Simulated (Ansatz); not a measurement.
Pd:

```
Pd
1.0
     0.00000    1.94650    1.94650
     1.94650    0.00000    1.94650
     1.94650    1.94650    0.00000
Pd
1
Direct
  0.00000 0.00000 0.00000
```

Below is the output of Ansatz 0.2.0 for this cell. Logs are shortened: lines on timing, memory, paths and dates and some standing lists are left out, and cuts for length are marked.

```text
Warning: RAYON_NUM_THREADS=2 ignored (pool sized by the plan → 2); use --threads N
scf.n_extra_bands = 6 over 9 filled bands (N_el = 18.0): the run solves 15 bands
Engine: ansatz 0.2.0, x86_64-unknown-linux-gnu
Pseudopotentials: kind: nc
Pseudopotential: Pd, nc, valence charge 18, recommended cutoff 1115.666836 eV (normal), Pd.nc.azcp
Functional definition: PBE
  parameter kappa = 0.804
  parameter beta = 0.06672455060314922
  exchange = pbe_x(kappa = kappa, mu = beta*pi^2/3)
  correlation = pbe_c(beta = beta)
Crystal: 1 atoms, lattice volume = 14.750 Å³
Basis set: ecut = 1115.666836 eV, 1243 PW (Γ), exchange–correlation on 60×60×60 points (8 copies of the dense FFT grid, shifted against one another)
Bands: 15, of which v1, the nominal top of the filled ones, is band 9 counted from 1 (8 counted from 0)
Symmetry: 48 space group operations
Space group: Fm-3m (ITA 225), of the structure as read, at distance tolerance 2.5e-5 Å
k-points: 72 of 1728
Non-local potential: Pd, projectors of the file, l = 0: 2, l = 1: 2, l = 2: 2, l = 3: 1
Initial density: superposition of atomic densities (chi_scale 0.1, normalization cell)
Initial wavefunctions: pseudopotential atomic-orbital guess
Functional: x = pbe(κ = 0.804, μ = 0.2195149727645171), c = pbe(β = 0.06672455060314922)
SCF iter   1: F=—  HF=-3686.614223 eV  |F-HF|=—  |Δ(HF+E_count)|=         —  Δρ=1.57e-1  dr2=3.32e0  ethr=3.10e-3  ⟨swp⟩=5.9  Hψ=6842  notcnv=0
preconditioner: auto → none  [metal: Δε(μ)=0.010 eV  Ē_g=17.545 eV  σ=0.050 eV  W_gap=0.05  n_scr=8 (ndim 8)  ℏωp=30.6 eV  f_vac=0.000  D(μ)=2.22/eV (n_scr^D=26)  sad-step TF]
SCF iter   2: F=—  HF=-3685.788202 eV  |F-HF|=—  |Δ(HF+E_count)|=   8.26e-1  Δρ=5.68e-2  dr2=3.67e-1  ethr=3.10e-3  ⟨swp⟩=3.9  Hψ=2944  notcnv=0  defer=92
SCF iter   3: F=—  HF=-3685.709801 eV  |F-HF|=—  |Δ(HF+E_count)|=   7.84e-2  Δρ=1.34e-2  dr2=1.69e-2  ethr=2.04e-3  ⟨swp⟩=2.7  Hψ=1649  notcnv=0  defer=92
SCF iter   4: F=—  HF=-3685.708949 eV  |F-HF|=—  |Δ(HF+E_count)|=   8.52e-4  Δρ=2.55e-3  dr2=4.06e-4  ethr=9.38e-5  ⟨swp⟩=2.4  Hψ=1741  notcnv=0  defer=93
SCF iter   5: F=—  HF=-3685.708896 eV  |F-HF|=—  |Δ(HF+E_count)|=   5.25e-5  Δρ=2.32e-4  dr2=6.93e-6  ethr=2.26e-6  ⟨swp⟩=2.7  Hψ=1708  notcnv=0  defer=93
SCF iter   6: F=—  HF=-3685.708894 eV  |F-HF|=—  |Δ(HF+E_count)|=   2.28e-6  Δρ=3.34e-5  dr2=8.46e-8  ethr=5.56e-10  ⟨swp⟩=11.0  Hψ=7764  notcnv=0
SCF iter   7: F=-3685.708894 eV  HF=-3685.708894 eV  |F-HF|=1.96e-10  |Δ(HF+E_count)|=   2.01e-8  Δρ=3.30e-6  dr2=5.38e-10  ethr=4.70e-10  ⟨swp⟩=3.5  Hψ=4098  notcnv=0
SCF 1 converged in 7 iterations: F = -3685.708894 eV  dr2 = 5.38e-10
NSCF: frozen V_eff on 142 k-points
SCF converged after 7 iterations
Free energy (F): -3685.708894 eV
Harris-Foulkes:  -3685.708894 eV  (|F-HF|=1.96e-10)
Internal energy: -3685.689284 eV  (E = F + TS)
E sigma→0 (E₀):  -3685.699089 eV
Entropy (-TS):   -0.019610 eV (-19.610 meV/atom)
Fermi energy:    19.793687 eV
--- Per-component energies (eV) ---
  E_band       = -136.428720
  E_kinetic    = 1239.083443
  E_local      = -2339.079177  (includes V_loc(G=0)·N_el)
  E_nonlocal   = 35.186172
  E_hartree    = 702.497424
  E_xc         = -576.060700
  E_vxc        = -476.613184  (∫ρ·V_xc dr)
  E_ewald      = -2747.316447
  E_smearing   = -0.019610  (= −TS)
  E_closure    = 0.000000  (closes the sum)
  Σ components = -3685.708894   (vs F -3685.708894, Δ=0.00e0)
--- Forces (eV/Å), atoms counted from 1 ---
  atom   1  Pd     0.00000000     0.00000000    -0.00000000
  max |Σ_I F_I| component: 1.05e-30 eV/Å
--- Stress (GPa, compression-positive) ---
        6.899072       0.000000       0.000000
        0.000000       6.899072      -0.000000
        0.000000      -0.000000       6.899072
  P = ⅓ Tr σ = 6.8991 GPa (68.991 kbar)
--- Band table (eV; the first three rows and the last of 72) ---
  k-point 0: bands = ["-64.3074", "-29.8086", "-29.8086", "-29.8086", "12.6698", "16.9689", "16.9689", "16.9689", "18.5843", "18.5843", "36.8402", "41.5621", "41.5621", "41.5621", "47.0994"]
  k-point 1: bands = ["-64.3037", "-29.8368", "-29.8126", "-29.8126", "12.9205", "16.8829", "17.0539", "17.0539", "18.5453", "18.5453", "37.0931", "40.1380", "41.8528", "41.8528", "47.7560"]
  k-point 2: bands = ["-64.2938", "-29.9132", "-29.8235", "-29.8235", "13.5985", "16.7347", "17.2259", "17.2259", "18.5194", "18.5194", "36.9791", "38.1653", "42.6187", "42.6187", "46.0509"]
  k-point 71: bands = ["-64.2347", "-30.0815", "-30.0815", "-29.9661", "15.4817", "16.4256", "16.4256", "18.4878", "20.1049", "28.7254", "28.7254", "30.2088", "31.4185", "45.2498", "45.2498"]
```

**Question.** What input gives this log?

**Answer.** Band structure with PBE, no spin polarisation. The files as run (others can give the same):

input.yaml
```yaml
crystal:
  lattice:
    - [0.0, 1.9465, 1.9465]
    - [1.9465, 0.0, 1.9465]
    - [1.9465, 1.9465, 0.0]
  atoms:
    - { symbol: Pd, position: [0.0, 0.0, 0.0] }
hamiltonian:
  xc: pbe
  pseudopotentials: { kind: nc }
kpoints:
  mp_grid: { grid: [12, 12, 12] }
  band_path:
    path:
      - [[0.0, 0.0, 0.0], [0.5, 0.0, 0.5], [0.5, 0.25, 0.75], [0.375, 0.375, 0.75], [0.0, 0.0, 0.0], [0.5, 0.5, 0.5], [0.625, 0.25, 0.625], [0.5, 0.25, 0.75], [0.5, 0.5, 0.5], [0.375, 0.375, 0.75]]
      - [[0.625, 0.25, 0.625], [0.5, 0.0, 0.5]]
    npoints: 14
scf:
  occupations: { method: fermi_dirac, width: 0.05 }
  n_extra_bands: 6
output:
  forces: true
  stress: true
  eigenvalues: true
  fatbands: false
```

Potentials or basis: Ansatz NC.
Run with:
```console
$ ansatz run input.yaml --threads 2 --pin off --max-ram 5120MiB --backend cpu --events-out ev --progress --plain --runs-dir out
```
